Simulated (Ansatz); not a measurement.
The same path of a periodic cell of 29 atoms, Li₂₇HN (surface Li(100), adsorbate NH) was run twice with different band settings. Lost on the way: Li15–Li22, Li15–Li25, Li15–N28, Li22–Li24, Li24–Li27, Li24–N28. Made: Li13–Li22, Li13–Li25, Li13–N28, Li22–Li23, Li23–Li26, Li23–N28.

The calculation used Ansatz, DFT PBE, scalar-relativistic, plane waves, PAW. Settings: cutoff 420 eV, k mesh 2x2x1, gaussian smearing 0.15 eV, no spin polarisation.

Relaxed end points:

```xyz
29
Lattice="10.4700 0.0000 0.0000 0.0000 10.4700 0.0000 0.0000 0.0000 16.4900" Properties=species:S:1:pos:R:3
Li 0.000 0.000 1.000
Li 3.490 0.000 1.000
Li 6.980 0.000 1.000
Li 0.000 3.490 1.000
Li 3.490 3.490 1.000
Li 6.980 3.490 1.000
Li 0.000 6.980 1.000
Li 3.490 6.980 1.000
Li 6.980 6.980 1.000
Li 1.636 1.854 2.742
Li 5.346 1.857 2.743
Li 8.723 1.675 2.688
Li 1.818 5.234 2.687
Li 5.166 5.234 2.689
Li 8.728 5.237 2.769
Li 1.637 8.618 2.743
Li 5.345 8.615 2.744
Li 8.723 8.797 2.688
Li 0.008 0.002 4.414
Li 3.493 0.003 4.193
Li 6.972 0.001 4.415
Li -0.329 3.820 4.445
Li 3.488 3.481 4.414
Li 7.316 3.822 4.448
Li -0.325 6.651 4.444
Li 3.489 6.987 4.414
Li 7.313 6.648 4.449
N 8.730 5.237 4.648
H 8.737 5.240 5.684
```

```xyz
29
Lattice="10.4700 0.0000 0.0000 0.0000 10.4700 0.0000 0.0000 0.0000 16.4900" Properties=species:S:1:pos:R:3
Li 0.000 0.000 1.000
Li 3.490 0.000 1.000
Li 6.980 0.000 1.000
Li 0.000 3.490 1.000
Li 3.490 3.490 1.000
Li 6.980 3.490 1.000
Li 0.000 6.980 1.000
Li 3.490 6.980 1.000
Li 6.980 6.980 1.000
Li 1.743 1.675 2.688
Li 5.126 1.854 2.742
Li 8.836 1.857 2.743
Li 1.748 5.237 2.769
Li 5.308 5.234 2.687
Li 8.656 5.234 2.689
Li 1.743 8.797 2.688
Li 5.127 8.618 2.743
Li 8.835 8.615 2.744
Li -0.008 0.001 4.415
Li 3.498 0.002 4.414
Li 6.983 0.003 4.193
Li 0.336 3.822 4.448
Li 3.161 3.820 4.445
Li 6.978 3.481 4.414
Li 0.333 6.648 4.449
Li 3.165 6.651 4.444
Li 6.979 6.987 4.414
N 12.220 5.237 4.648
H 12.227 5.240 5.684
```

Common settings: climbing image yes; spring 5.0 eV/Å²; optimiser quadratic models (default); end points relaxed; atoms held 1 to 9.

| run | movable images | start path | force threshold | iteration limit |
| --- | --- | --- | --- | --- |
| 1 | 5 | IDPP | 0.05 eV/Å | 22 |
| 2 | 3 | default | 0.4 eV/Å | 34 |

What does each run give, and how far can it be trusted?

Run 1: converged after 14 iterations, highest image 0.826 eV above the first end. Beside the main top the profile has a ripple of under 15 meV (maxima at images 2, 4), which may be a very shallow well or noise. The order of the point at the top wasn't checked.
Run 2: converged after 6 iterations, highest image 0.787 eV above the first end. The threshold of 0.4 eV/Å is loose, so the images may lie well off the minimum-energy path. The order of the point at the top wasn't checked.
Limits of this set-up: coarse k mesh, thin slab, slab without dipole correction, odd electron count without spin, a typed lattice constant that wasn't relaxed here.
